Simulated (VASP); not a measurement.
# Band-edge properties of BP (F-43m), part 5 of 8

Aim: the gap of BP, the masses at its band edges and their response to strain. The start is a cell from a database of measured crystal structures.

VASP 6.6.1, plane waves and PAW; the level of theory is named at each step.

So far, least gap on mesh and path (eV): step 3 (bands on a dense mesh, LDA) 1.18; step 5 (bands with spin-orbit coupling, LDA, spin-orbit coupling) 1.17.

## Step 8: Bands on the mesh of the strain series

Level of this step: LDA; plane waves and PAW (B, P) (VASP).

The unstrained gap is taken on the mesh of the strained cells, so that mesh errors cancel.

File INCAR:

```
SYSTEM = BP
PREC = Accurate
ENCUT = 420
EDIFF = 1E-06
NELM = 100
ISMEAR = 0
SIGMA = 0.02
LREAL = .FALSE.
ALGO = Normal
GGA = CA
NBANDS = 16
LORBIT = 11
LWAVE = .FALSE.
LCHARG = .FALSE.
KPAR = 4
ISIF = 2
```

File POSCAR:

```
BP
1.0
    0.0000000000      2.2690000000      2.2690000000
    2.2690000000      0.0000000000      2.2690000000
    2.2690000000      2.2690000000      0.0000000000
B P
1 1
Direct
    0.0000000000      0.0000000000      0.0000000000
    0.2500000000      0.2500000000      0.2500000000
```

File KPOINTS:

```
Automatic mesh
0
Gamma
10 10 10
0 0 0
```

File KPOINTS_OPT:

```
Line mode
16
Line-mode
Reciprocal
  0.00000000   0.00000000   0.00000000 GAMMA
  0.50000000   0.00000000   0.50000000 X

  0.50000000   0.00000000   0.50000000 X
  0.50000000   0.25000000   0.75000000 W

  0.50000000   0.25000000   0.75000000 W
  0.37500000   0.37500000   0.75000000 K

  0.37500000   0.37500000   0.75000000 K
  0.00000000   0.00000000   0.00000000 GAMMA

  0.00000000   0.00000000   0.00000000 GAMMA
  0.50000000   0.50000000   0.50000000 L

  0.50000000   0.50000000   0.50000000 L
  0.62500000   0.25000000   0.62500000 U

  0.62500000   0.25000000   0.62500000 U
  0.50000000   0.25000000   0.75000000 W

  0.50000000   0.25000000   0.75000000 W
  0.50000000   0.50000000   0.50000000 L

  0.50000000   0.50000000   0.50000000 L
  0.37500000   0.37500000   0.75000000 K

  0.62500000   0.25000000   0.62500000 U
  0.50000000   0.00000000   0.50000000 X
```

The projector-augmented-wave data sets are B and P (LDA family, release 64).

The run is started by

```console
$ mpirun -np 4 vasp_std
```

What it wrote:

```text
[... set-up lines as in an earlier step ...]
 entering main loop
       N       E                     dE             d eps       ncg     rms          rms(c)
DAV:   1     0.483149811912E+01    0.48315E+01   -0.32804E+03  1512   0.377E+02
DAV:   2    -0.147963697615E+02   -0.19628E+02   -0.19025E+02  2032   0.856E+01
DAV:   3    -0.152105876646E+02   -0.41422E+00   -0.41375E+00  1760   0.986E+00
DAV:   4    -0.152114691096E+02   -0.88144E-03   -0.88143E-03  2000   0.570E-01
DAV:   5    -0.152114717350E+02   -0.26254E-05   -0.26254E-05  1760   0.299E-02    0.734E+00
DAV:   6    -0.145122786401E+02    0.69919E+00   -0.14089E+00  1944   0.370E+00    0.374E+00
DAV:   7    -0.143990458306E+02    0.11323E+00   -0.20893E-01  1944   0.170E+00    0.135E+00
DAV:   8    -0.143865836732E+02    0.12462E-01   -0.22880E-02  1968   0.643E-01    0.217E-01
DAV:   9    -0.143866407487E+02   -0.57075E-04   -0.86142E-04  1688   0.147E-01    0.101E-01
DAV:  10    -0.143866257145E+02    0.15034E-04   -0.84549E-05  1968   0.403E-02    0.214E-02
DAV:  11    -0.143866253247E+02    0.38983E-06   -0.13141E-06  1688   0.639E-03
   1 F= -.14386625E+02 E0= -.14386625E+02  d E =-.168586E-50
 Start KPOINTS_OPT (optional k-point list driver)
k-point batch [1-47\160]
       N       E                     dE             ncg
DAV:   1     0.123026141194E+04   -0.11279E+05     1512
DAV:   2     0.317074568068E+03   -0.91319E+03     2072
DAV:   3     0.297450742481E+03   -0.19624E+02     1872
DAV:   4     0.297407408549E+03   -0.43334E-01     1912
DAV:   5     0.297407274978E+03   -0.13357E-03     1872
DAV:   6     0.297407274451E+03   -0.52726E-06     1792
[...]
k-point batch [142-160\160]
       N       E                     dE             ncg
DAV:   1     0.885791893699E+04   -0.60302E+04      608
DAV:   2     0.847641090171E+04   -0.38151E+03      816
DAV:   3     0.846902202990E+04   -0.73889E+01      768
DAV:   4     0.846900567251E+04   -0.16357E-01      792
DAV:   5     0.846900562084E+04   -0.51674E-04      768
DAV:   6     0.846900562062E+04   -0.21885E-06      768
```

The job ended after 4.2 s (4 MPI ranks of Intel Xeon 6975P-C (Granite Rapids), shared host; peak memory 0.51 GiB).

From OUTCAR (step 8):

```text
   k-points           NKPTS =     47   k-points in BZ     NKDIM =     47   number of bands    NBANDS=     16

   NELECT =       8.0000    total number of electrons

 E-fermi :   7.6125

 k-point     1 :       0.0000    0.0000    0.0000
  band No.  band energies     occupation
      1      -7.9842      2.00000
      2       7.4060      2.00000
      3       7.4060      2.00000
      4       7.4060      2.00000
      5      10.7844      0.00000
      6      10.7844      0.00000
      7      10.7844      0.00000
      8      14.7748      0.00000
      9      18.6623      0.00000
    ...

  Total       -0.7686303     -0.7686303     -0.7686303      0.0000000      0.0000000     -0.0000000
  in kB      -52.7101929    -52.7101929    -52.7101929      0.0000000      0.0000000     -0.0000000
  external PRESSURE =     -52.7101929 kB  Pullay stress =       0.0000000 kB

  FREE ENERGIE OF THE ION-ELECTRON SYSTEM (eV)
  ---------------------------------------------------
  free  energy   TOTEN  =       -14.3866253247 eV

  energy  without entropy=      -14.3866253247  energy(sigma->0) =      -14.38662532

[... 9 parts as in an earlier step ...]

[... 8 further parts left out ...]
```

Numbers from this step:

| Property | Result |
| --- | --- |
| SCF cycles | 11 |
| bands | 16 |
| irreducible k-points | 47 |
| Fermi energy | 7.612 eV |
| pressure | -5.271 GPa |
| least gap on mesh and path | 1.187 eV |
| least direct gap on mesh and path | 3.378 eV |
| conduction bottom at k | 0.4, 0.4, 0 |

Electronic bands along the path, in eV, zero at the valence-band top; v1 is the highest filled band, c1 the lowest empty one:

| point | v3 | v2 | v1 | c1 | c2 | c3 | c4 |
| --- | --- | --- | --- | --- | --- | --- | --- |
| Γ | 0.00 | 0.00 | 0.00 | 3.38 | 3.38 | 3.38 | 7.37 |
| 0.47 of the way | -3.27 | -2.54 | -2.54 | 1.88 | 5.26 | 7.29 | 7.29 |
| X | -8.49 | -4.11 | -4.11 | 1.30 | 1.55 | 12.00 | 12.00 |
| 0.47 of the way | -8.28 | -4.85 | -4.80 | 2.68 | 3.08 | 10.38 | 11.10 |
| W | -7.94 | -5.69 | -5.49 | 5.25 | 6.67 | 7.17 | 7.46 |
| 0.53 of the way | -8.00 | -6.10 | -4.33 | 3.32 | 6.01 | 8.58 | 9.33 |
| K | -8.06 | -6.25 | -3.50 | 2.08 | 5.92 | 9.66 | 10.56 |
| 0.47 of the way | -5.21 | -4.17 | -1.24 | 4.43 | 5.28 | 6.33 | 8.25 |
| Γ | 0.00 | 0.00 | 0.00 | 3.38 | 3.38 | 3.38 | 7.37 |
| 0.53 of the way | -5.21 | -1.19 | -1.19 | 3.96 | 4.78 | 4.78 | 9.62 |
| L | -9.01 | -1.75 | -1.75 | 3.78 | 4.68 | 4.68 | 9.92 |
| 0.47 of the way | -8.61 | -3.95 | -2.47 | 3.33 | 6.32 | 6.44 | 9.79 |
| U | -8.06 | -6.25 | -3.50 | 2.08 | 5.92 | 9.66 | 10.56 |
| 0.47 of the way | -8.00 | -6.10 | -4.33 | 3.32 | 6.01 | 8.58 | 9.33 |
| W | -7.94 | -5.69 | -5.49 | 5.25 | 6.67 | 7.17 | 7.46 |
| 0.47 of the way | -8.34 | -4.73 | -3.28 | 4.16 | 5.26 | 8.59 | 9.54 |
| L | -9.01 | -1.75 | -1.75 | 3.78 | 4.68 | 4.68 | 9.92 |
| 0.53 of the way | -8.49 | -4.41 | -2.62 | 3.13 | 6.75 | 6.95 | 9.41 |
| K | -8.06 | -6.25 | -3.50 | 2.08 | 5.92 | 9.66 | 10.56 |
| jump to U | -8.06 | -6.25 | -3.50 | 2.08 | 5.92 | 9.66 | 10.56 |
| 0.53 of the way | -8.38 | -4.97 | -3.97 | 1.55 | 2.76 | 11.35 | 11.61 |
| X | -8.49 | -4.11 | -4.11 | 1.30 | 1.55 | 12.00 | 12.00 |

Of the projections kept (B, P), the largest for each band there; the rest of the weight can lie on other orbitals:

| point | v3 | v2 | v1 | c1 | c2 | c3 | c4 |
| --- | --- | --- | --- | --- | --- | --- | --- |
| Γ | B 0.56 | B 0.56 | B 0.56 | P 0.66 | P 0.66 | P 0.66 | B 0.54 |
| X | B 0.60 | P 0.54 | P 0.54 | B 0.77 | P 0.61 | B 0.63 | B 0.63 |
| W | B 0.66 | P 0.63 | B 0.51 | B 1.00 | P 1.00 | B 0.68 | P 0.58 |
| K | B 0.62 | P 0.57 | P 0.54 | B 0.60 | B 0.59 | B 0.57 | B 0.54 |
| Γ | B 0.56 | B 0.56 | B 0.56 | P 0.66 | P 0.66 | P 0.66 | B 0.54 |
| L | B 0.51 | P 0.51 | P 0.51 | B 0.54 | P 0.55 | P 0.55 | B 0.84 |

The electronic bands as a text plot (rows in eV, shown from -8.0 to 6.5 only):

```
    6.2 |   +         ++    ++              +   ++ +  +      +
    5.6 |            +  +     +                +    +     +
    5.0 |  +         ++      + +      +++  +      ++ +++ +
    4.4 | +  +      +        ++++    +   ++      +  +  ++     +
    3.8 |+    +     +  +    +  +++ +++++++++         ++++++
    3.2 |++                +     ++         +   +          +
    2.6 |  +   +   +    +++                  +              +  +
    2.0 |   +   + +                           ++             ++
    1.4 |    ++++++                                            ++
    0.8 |
    0.2 |*                       **
   -0.4 |*                    **** **
   -1.0 | **                 *  *    **
   -1.6 |                   *   *      ****             **
   -2.2 |   *              *   *    *      **         ** **
   -2.8 |   **            *   **           * *       *    ***
   -3.5 |     **        **           *        **      *      **
   -4.1 |    *  ***          **             *   *   **         **
   -4.7 |     *    *   *                           *       *   *
   -5.3 |           ***     **        *      *   ** *
   -5.9 |            ***   *                    ****        * *
   -6.5 |      *        *** *          *      **             *
   -7.1 |                  *
   -7.7 |       *    *** **             *     *  ***
         Γ       X    W  K        Γ      L     U  W     L   K|U X
```

The path shows an indirect gap of 1.19 eV (valence top at Γ, conduction bottom between Γ and X). The least direct gap is 3.38 eV.

## Step 9: Strained cell, atoms relaxed, strain hydrostatic -0.5 %

Strain can move atoms inside the cell where symmetry leaves them free, so a relaxation comes before the gap is read.

INCAR, as its differences from that of step 8:

```diff
@@ -10,3 +10,3 @@
 GGA = CA
-NBANDS = 16
+NBANDS = 10
 LORBIT = 11
@@ -15,2 +15,5 @@
 KPAR = 4
+IBRION = 2
+NSW = 30
 ISIF = 2
+EDIFFG = -0.003
```

File POSCAR:

```
BP
1.0
    0.0000000000      2.2576550000      2.2576550000
    2.2576550000      0.0000000000      2.2576550000
    2.2576550000      2.2576550000      0.0000000000
B P
1 1
Direct
    0.0000000000      0.0000000000      0.0000000000
    0.2500000000      0.2500000000      0.2500000000
```

KPOINTS is that of step 8.

The run is started by

```console
$ mpirun -np 4 vasp_std
```

What it wrote:

```text
[... set-up lines as in an earlier step ...]
 entering main loop
       N       E                     dE             d eps       ncg     rms          rms(c)
DAV:   1     0.548723281855E+01    0.54872E+01   -0.35387E+03   948   0.602E+02
DAV:   2    -0.147807597063E+02   -0.20268E+02   -0.19445E+02  1348   0.102E+02
DAV:   3    -0.152536528191E+02   -0.47289E+00   -0.47162E+00  1122   0.145E+01
DAV:   4    -0.152556061277E+02   -0.19533E-02   -0.19531E-02  1178   0.111E+00
DAV:   5    -0.152556146473E+02   -0.85196E-05   -0.85195E-05  1136   0.644E-02    0.750E+00
DAV:   6    -0.145253192754E+02    0.73030E+00   -0.17255E+00  1048   0.607E+00    0.397E+00
DAV:   7    -0.144083671840E+02    0.11695E+00   -0.27487E-01  1198   0.279E+00    0.129E+00
DAV:   8    -0.143954476020E+02    0.12920E-01   -0.34570E-02  1132   0.102E+00    0.237E-01
DAV:   9    -0.143954734744E+02   -0.25872E-04   -0.72970E-04  1062   0.201E-01    0.155E-01
DAV:  10    -0.143954699102E+02    0.35642E-05   -0.14300E-04  1072   0.708E-02    0.342E-02
DAV:  11    -0.143954719134E+02   -0.20032E-05   -0.56756E-06  1186   0.132E-02    0.369E-02
DAV:  12    -0.143954715540E+02    0.35944E-06   -0.19201E-06   596   0.631E-03
   1 F= -.14395472E+02 E0= -.14395472E+02  d E =-.143955E+02
 curvature:   0.00 expect dE= 0.000E+00 dE for cont linesearch  0.000E+00
 trial: gam= 0.00000 g(F)=  0.139E-48 g(S)=  0.000E+00 ort = 0.000E+00 (trialstep = 0.100E+01)
 search vector abs. value=  0.100E-09
 reached required accuracy - stopping structural energy minimisation
```

Elapsed: 1.6 s, on 4 MPI ranks; peak memory 0.44 GiB.

OUTCAR, selected parts (step 9):

```text
   ENCUT  =  420.0 eV  30.87 Ry    5.56 a.u.   5.34  5.34  5.34*2*pi/ulx,y,z

   NELECT =       8.0000    total number of electrons

 E-fermi :   7.6785

 k-point     1 :       0.0000    0.0000    0.0000
  band No.  band energies     occupation
      1      -7.9368      2.00000
      2       7.5867      2.00000
      3       7.5867      2.00000
      4       7.5867      2.00000
      5      10.9886      0.00000
      6      10.9886      0.00000
      7      10.9886      0.00000
      8      15.1858      0.00000
      9      18.9492      0.00000
    ...

  Total       -0.4138275     -0.4138275     -0.4138275      0.0000000      0.0000000      0.0000000
  in kB      -28.8089361    -28.8089361    -28.8089361      0.0000000      0.0000000      0.0000000
  external PRESSURE =     -28.8089361 kB  Pullay stress =       0.0000000 kB

 POSITION                                       TOTAL-FORCE (eV/Angst)
 -----------------------------------------------------------------------------------
      0.00000      0.00000      0.00000         0.000000      0.000000      0.000000
      1.12883      1.12883      1.12883        -0.000000     -0.000000     -0.000000
 -----------------------------------------------------------------------------------
    total drift:                                0.000000      0.000000      0.000000

  FREE ENERGIE OF THE ION-ELECTRON SYSTEM (eV)
  ---------------------------------------------------
  free  energy   TOTEN  =       -14.3954715540 eV

  energy  without entropy=      -14.3954715540  energy(sigma->0) =      -14.39547155

[... 5 parts as in an earlier step ...]

[... 12 further parts left out ...]
```

CONTCAR:

```
BP
   1.00000000000000
     0.0000000000000000    2.2576550000000002    2.2576550000000002
     2.2576550000000002    0.0000000000000000    2.2576550000000002
     2.2576550000000002    2.2576550000000002    0.0000000000000000
  B               P
     1     1
Direct
     0.0000000000000000    0.0000000000000000    0.0000000000000000
     0.2500000000000000    0.2500000000000000    0.2500000000000000
```

The forces vanish from the start, and no atom moves.

Numbers from this step:

| Quantity | Value |
| --- | --- |
| SCF cycles | 12 |
| bands | 10 |
| free energy (TOTEN) | -14.40 eV |
| Fermi energy | 7.678 eV |
| pressure | -2.881 GPa |
| gap on the k-mesh | 1.170 eV |
| least direct gap on the k-mesh | 3.402 eV |

(Part 5 of 8 ends here.)

[Lines on the potential files, build, host, timing and source positions are cut from VASP's logs without a mark.]

[Logs are printed without paths, hosts, clocks, repeated set-up lines and the standing remarks that a program may print on its own settings, such as how far it seeks lower states.]

[Hosts, paths, dates, database ids (printed as entryN), source tags and the programs' standing remarks are cut or masked in the printed files.]

[In band tables of VASP the shares of atoms and orbitals are scaled to a sum of 1 inside the atoms' spheres.]

[Gaps and slopes under strain along one axis are those of the sampled path and mesh points; where strain splits equal valleys, another of them can be the edge.]
